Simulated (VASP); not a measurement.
# FeSi2 (Linzhiite) (P4/mmm) in VASP: a series of runs

Runs on FeSi2 (Linzhiite). Level: PBEsol. Tasks: relaxation of cell and atoms.

All numbers are computed with VASP 6.6.1; they aren't measurements. Logs are shortened: lines on timing, memory, paths and dates and some standing lists are left out, and cuts for length are marked.

## (1) The crystal as given

The structure is tetragonal, space group P4/mmm (No. 123). Conventional cell: a = 2.684 Å, b = 2.684 Å, c = 5.128 Å, α = 90.00°, β = 90.00°, γ = 90.00°. Fe (site symmetry 4/mmm) has 8 Si at 2.35 Å and 4 Fe at 2.68 Å as nearest neighbours. Si (site symmetry 4mm) is surrounded by 4 Fe at 2.35 Å and 5 Si at 2.36 to 2.68 Å.

## (2) Relaxation of cell and atoms, PBEsol

File INCAR:

```
PREC = Accurate
ENCUT = 600
EDIFF = 1E-6
ISMEAR = 1
SIGMA = 0.1
LREAL = False
LASPH = True
NELM = 80
ALGO = Normal
ISIF = 3
LWAVE = False
LCHARG = False
GGA = PS
IBRION = 2
NSW = 90
EDIFFG = -0.01
KPAR = 2
```

File KPOINTS:

```
regular mesh
0
Gamma
  14 14 8
```

File POSCAR:

```
FeSi2
1.0
    2.6840000000      0.0000000000      0.0000000000
    0.0000000000      2.6840000000      0.0000000000
    0.0000000000      0.0000000000      5.1280000000
Fe Si
1 2
Direct
    0.0000000000      0.0000000000      0.0000000000
    0.5000000000      0.5000000000      0.2700000000
    0.5000000000      0.5000000000      0.7300000000
```

Potentials or basis: VASP PAW PBE potentials, release 64 (Fe, Si).

Started as:

```bash
$ cat potpaw_PBE.64/Fe/POTCAR potpaw_PBE.64/Si/POTCAR > POTCAR
$ mpirun -np 2 vasp_std > vasp.out
```

OUTCAR:

```text
PREC = Accurate
   ENCUT = 600
   EDIFF = 1E-6
   ISMEAR = 1
   LREAL = False
   LASPH = True
   NELM = 80
   ISIF = 3
   GGA = PS
   IBRION = 2
   NSW = 90
   EDIFFG = -0.01

 ion  position               nearest neighbor table
   1  0.000  0.000  0.000-   2 2.35   3 2.35   2 2.35   3 2.35   2 2.35   3 2.35   2 2.35   3 2.35

   2  0.500  0.500  0.270-   1 2.35   1 2.35   1 2.35   1 2.35   3 2.36   3 2.77
   3  0.500  0.500  0.730-   1 2.35   1 2.35   1 2.35   1 2.35   2 2.36   2 2.77

  LATTYP: Found a simple tetragonal cell.
 ALAT       =     2.6840000000
 C/A-ratio  =     1.9105812221

  Lattice vectors:

 A1 = (   2.6840000000,   0.0000000000,   0.0000000000)
 A2 = (   0.0000000000,   2.6840000000,   0.0000000000)
 A3 = (   0.0000000000,   0.0000000000,   5.1280000000)

Analysis of symmetry for initial positions (statically):
=====================================================================
 Subroutine PRICEL returns:
 Original cell was already a primitive cell.

 Routine SETGRP: Setting up the symmetry group for a
 simple tetragonal supercell.

 Subroutine GETGRP returns: Found 16 space group operations
 (whereof 16 operations were pure point group operations)
 out of a pool of 16 trial point group operations.

The static configuration has the point symmetry D_4h.

Analysis of symmetry for dynamics (positions and initial velocities):
=====================================================================
 Subroutine PRICEL returns:
 Original cell was already a primitive cell.

 Routine SETGRP: Setting up the symmetry group for a
 simple tetragonal supercell.

 Subroutine GETGRP returns: Found 16 space group operations
 (whereof 16 operations were pure point group operations)
 out of a pool of 16 trial point group operations.

The dynamic configuration has the point symmetry D_4h.

 Subroutine INISYM returns: Found 16 space group operations
 (whereof 16 operations are pure point group operations),
 and found     1 'primitive' translations

----------------------------------------------------------------------------------------

                                     Primitive cell

  volume of cell :      36.9414

  direct lattice vectors                    reciprocal lattice vectors
     2.684000000  0.000000000  0.000000000     0.372578241  0.000000000  0.000000000
     0.000000000  2.684000000  0.000000000     0.000000000  0.372578241  0.000000000
     0.000000000  0.000000000  5.128000000     0.000000000  0.000000000  0.195007800

  length of vectors
     2.684000000  2.684000000  5.128000000     0.372578241  0.372578241  0.195007800

  position of ions in fractional coordinates (direct lattice)
     0.000000000  0.000000000  0.000000000
     0.500000000  0.500000000  0.270000000
     0.500000000  0.500000000  0.730000000

  ion indices of the primitive-cell ions
   primitive index   ion index
                 1           1
                 2           2
                 3           3

----------------------------------------------------------------------------------------

 KPOINTS: regular mesh

Automatic generation of k-mesh.
 Grid dimensions read from file:
 generate k-points for:   14   14    8

 Generating k-lattice:

  Cartesian coordinates                     Fractional coordinates (reciprocal lattice)
     0.026612732  0.000000000  0.000000000     0.071428571  0.000000000  0.000000000
     0.000000000  0.026612732  0.000000000     0.000000000  0.071428571  0.000000000
     0.000000000  0.000000000  0.024375975     0.000000000  0.000000000  0.125000000

  Length of vectors
     0.026612732  0.026612732  0.024375975

  Shift w.r.t. Gamma in fractional coordinates (k-lattice)
     0.000000000  0.000000000  0.000000000

 Subroutine IBZKPT returns following result:
 ===========================================

 Found    180 irreducible k-points:

 Following reciprocal coordinates:
            Coordinates               Weight
  0.000000  0.000000  0.000000      1.000000
  0.071429  0.000000  0.000000      4.000000
  0.142857  0.000000  0.000000      4.000000
  0.214286  0.000000  0.000000      4.000000
  0.285714  0.000000  0.000000      4.000000
  0.357143  0.000000  0.000000      4.000000
[... 16 lines left out ...]
  0.285714  0.214286  0.000000      8.000000
  0.357143  0.214286  0.000000      8.000000
 [... further k-points ...]
   k-points           NKPTS =    180   k-points in BZ     NKDIM =    180   number of bands    NBANDS=     12
   number of dos      NEDOS =    301   number of ions     NIONS =      3
   total plane-waves  NPLWV =  24192
   dimension x,y,z NGX =    24 NGY =   24 NGZ =   42
   dimension x,y,z NGXF=    48 NGYF=   48 NGZF=   84
   ions per type =               1   2
   NGX,Y,Z   is equivalent  to a cutoff of  14.87, 14.87, 13.62 a.u.
   NGXF,Y,Z  is equivalent  to a cutoff of  29.73, 29.73, 27.23 a.u.
 SYSTEM =  unknown system
   PREC   = accura    normal or accurate (medium, high low for compatibility)
   ISTART =      0    job   : 0-new  1-cont  2-samecut
   ICHARG =      2    charge: 1-file 2-atom 10-const
   ISPIN  =      1    spin polarized calculation?
   LNONCOLLINEAR =      F non collinear calculations
   LSORBIT =      F    spin-orbit coupling
   LASPH  =      T    aspherical Exc in radial PAW
   ENCUT  =  600.0 eV  44.10 Ry    6.64 a.u.   5.36  5.36 10.24*2*pi/ulx,y,z
   NELM   =     80;   NELMIN=  2; NELMDL= -5     # of ELM steps
   EDIFF  = 0.1E-05   stopping-criterion for ELM
   LREAL  =      F    real-space projection
   EDIFFG = -.1E-01   stopping-criterion for IOM
   NSW    =     90    number of steps for IOM
   IBRION =      2    ionic relax: 0-MD 1-quasi-New 2-CG
   NFREE  =      1    steps in history (QN), initial steepest desc. (CG)
   ISIF   =      3    stress and relaxation
   ISYM   =      2    0-nonsym 1-usesym 2-fastsym
   POTIM  = 0.5000    time-step for ionic-motion
   TEBEG  =    0.0;   TEEND  =   0.0 temperature during run
   PSTRESS=    0.0 pullay stress
   NELECT =      16.0000    total number of electrons
   NUPDOWN=      -1.0000    fix difference up-down
   EMIN   =  10.00;   EMAX   =-10.00  energy-range for DOS
   EFERMI =   0.00;   METHOD = LEGACY
   ISMEAR =     1;   SIGMA  =   0.10  broadening in eV -4-tet -1-fermi 0-gaus
   EFERMI_NEDOS =   21; number of points for ismear=-14 and -15
   IALGO  =     38    algorithm
   IMIX   =      4    mixing-type and parameters
     AMIX     =   0.40;   BMIX     =  1.00
     AMIX_MAG =   1.60;   BMIX_MAG =  1.00
  volume/ion in A,a.u.               =      12.31        83.10
  Fermi-wavevector in a.u.,A,eV,Ry     =   1.238636  2.340683 20.874330  1.534220
  Thomas-Fermi vector in A             =   2.373153
   LORBIT       =      0    0 simple, 1 ext, 2 COOP (PROOUT), +10 PAW based schemes
   GGA     = PS    functional components
   LHFCALC =     F    Hartree Fock is set to
   AEXX    =    0.0000 exact exchange contribution
   IVDW    =     0    specifies the selected vdW correction
   LEPSILON=     F    determine dielectric tensor
   LRPA    =     F    only Hartree local field effects (RPA)
 conjugate gradient relaxation of ions
 non-spin polarized calculation
 Methfessel and Paxton  Order N= 1 SIGMA  =   0.10
  energy-cutoff  :      600.00
  volume of cell :       36.94
 maximum number of plane-waves:      1252
 NGX is ok and might be reduce to    24
   NGX = 11   NGY = 11   NGZ = 21

--------------------------------------- Ionic step        1  -------------------------------------------

 number of electron      16.0000000 magnetization

 Free energy of the ion-electron system (eV)
  ---------------------------------------------------
  ext. energy  EPLUGINS =         0.00000000
  ---------------------------------------------------
  free energy    TOTEN  =       -21.94768516 eV

  energy without entropy =      -21.94754557  energy(sigma->0) =      -21.94763863

 E-fermi :   9.9282     XC(G=0): -12.0761

 val. band max:        9.9170774650   @ k =   0.4286   0.4286   0.1250
 cond. band min:       9.9448319423   @ k =   0.4286   0.2143   0.0000
 fundamental gap:      0.0277544773
 Fermi energy:         9.9281590187

 k-point     1 :       0.0000    0.0000    0.0000
  band No.  band energies     occupation
      1      -4.0365      2.00000
      2       0.7224      2.00000
      3       1.9424      2.00000
      4       6.3006      2.00000
      5       8.2630      2.00000
      6       8.3925      2.00000
      7       8.3925      2.00000
      8       9.2634      2.00000
      9      14.5000      0.00000
     10      14.5000      0.00000
     11      16.3834      0.00000
     12      17.1001      0.00000
[... 331 lines left out ...]
 k-point    24 :       0.3571    0.2143    0.0000
  band No.  band energies     occupation
      1      -0.7384      2.00000
      2       2.9474      2.00000
      3       4.3410      2.00000
      4       4.9525      2.00000
      5       6.2647      2.00000
      6       7.5446      2.00000
      7       7.8933      2.00000
      8       9.3667      2.00000
      9       9.9149      1.22244
     10      12.4696      0.00000
     11      12.6651      0.00000
     12      13.9896      0.00000

 [... further k-points ...]

------------------------ aborting loop because EDIFF is reached ----------------------------------------

  FORCE on cell =-STRESS in cart. coord.  units (eV):
  Direction    XX          YY          ZZ          XY          YZ          ZX
  --------------------------------------------------------------------------------------
  -------------------------------------------------------------------------------------
  Total       -0.1810810     -0.1810810     -0.5123930     -0.0000000      0.0000000     -0.0000000
  in kB       -7.8536279     -7.8536279    -22.2229002     -0.0000000      0.0000000     -0.0000000
  external PRESSURE =     -12.6433854 kB  Pullay stress =       0.0000000 kB
[... 170 lines left out ...]
  energy  without entropy=      -21.9520178067  energy(sigma->0) =      -21.95202604

--------------------------------------- Ionic step        6  -------------------------------------------

 number of electron      15.9999999 magnetization

 Free energy of the ion-electron system (eV)
  ---------------------------------------------------
  ext. energy  EPLUGINS =         0.00000000
  ---------------------------------------------------
  free energy    TOTEN  =       -21.95205084 eV

  energy without entropy =      -21.95203063  energy(sigma->0) =      -21.95204410

 E-fermi :  10.0361     XC(G=0): -12.1190

 val. band max:       10.0332687001   @ k =   0.4286   0.4286   0.0000
 cond. band min:      10.0419846402   @ k =   0.4286   0.4286   0.1250
 fundamental gap:      0.0087159400
 Fermi energy:        10.0360558047

 k-point     1 :       0.0000    0.0000    0.0000
  band No.  band energies     occupation
      1      -3.9900      2.00000
      2       0.8201      2.00000
      3       1.9937      2.00000
      4       6.4140      2.00000
      5       8.3467      2.00000
      6       8.5155      2.00000
      7       8.5155      2.00000
      8       9.4034      2.00000
      9      14.6420      0.00000
     10      14.6420      0.00000
     11      16.5796      0.00000
     12      17.1704      0.00000
[... 331 lines left out ...]
 k-point    24 :       0.3571    0.2143    0.0000
  band No.  band energies     occupation
      1      -0.6726      2.00000
      2       3.0531      2.00000
      3       4.4328      2.00000
      4       5.0197      2.00000
      5       6.3750      2.00000
      6       7.6661      2.00000
      7       7.9932      2.00000
      8       9.4900      2.00000
      9      10.0111      1.40833
     10      12.6319      0.00000
     11      12.7524      0.00000
     12      14.1069      0.00000

 [... further k-points ...]

------------------------ aborting loop because EDIFF is reached ----------------------------------------

  FORCE on cell =-STRESS in cart. coord.  units (eV):
  Direction    XX          YY          ZZ          XY          YZ          ZX
  --------------------------------------------------------------------------------------
  -------------------------------------------------------------------------------------
  Total        0.0180094      0.0180094      0.0012692      0.0000000      0.0000000     -0.0000000
  in kB        0.7876873      0.7876873      0.0555134      0.0000000      0.0000000     -0.0000000
  external PRESSURE =       0.5436293 kB  Pullay stress =       0.0000000 kB
[... 18 lines left out ...]
  FREE ENERGIE OF THE ION-ELECTRON SYSTEM (eV)
  ---------------------------------------------------
  free  energy   TOTEN  =       -21.9520508413 eV

  energy  without entropy=      -21.9520306301  energy(sigma->0) =      -21.95204410

 reached required accuracy - stopping structural energy minimisation
```

Run time: 3 min. Hardware: 2 MPI ranks of Intel Xeon Platinum 8375C at 2.90GHz (Ice Lake), shared host; peak memory 0.24 GiB.

What came out:

```
Free energy                            : -21.9521 eV
Relaxed volume                         : 12.21 Å³/atom
Relaxed cell                           : a = 2.677 Å, b = 2.677 Å, c = 5.111 Å, α = 90.00°, β = 90.00°, γ = 90.00°
Space group after relaxing (to 0.05 Å) : P4/mmm (No. 123)
Energy gained by relaxing              : 1.5 meV/atom
Ionic steps                            : 6
Pressure after relaxing                : 0.1 GPa
Band gap on the k mesh                 : none (metal or under the smearing width)
```

Forces on the atoms (eV/Å):
```
Fe   0.000  0.000  0.000
Si   0.000  0.000  0.003
Si   0.000  0.000 -0.003
```

Step by step:
```csv
step,energy change (eV),largest force (eV/Å),pressure (GPa),volume (Å³)
1,0.0000,0.2909,-1.26,36.94
2,-0.0024,0.1270,1.20,36.42
3,-0.0042,0.0453,0.20,36.62
4,-0.0043,0.0291,-0.25,36.68
5,-0.0043,0.0056,-0.12,36.67
6,-0.0044,0.0029,0.05,36.63
```

Final structure:
```yaml
crystal:
  lattice:
    - [2.67728, 0.00000, 0.00000]
    - [0.00000, 2.67728, 0.00000]
    - [0.00000, 0.00000, 5.11055]
  atoms:
    - { symbol: Fe, position: [0.00000, 0.00000, 0.00000] }
    - { symbol: Si, position: [0.50000, 0.50000, 0.27201] }
    - { symbol: Si, position: [0.50000, 0.50000, 0.72799] }
```

Caveat: the PAW data sets were made with another functional, which shifts forces and pressure a little.

(Continued in part 2 of 2.)
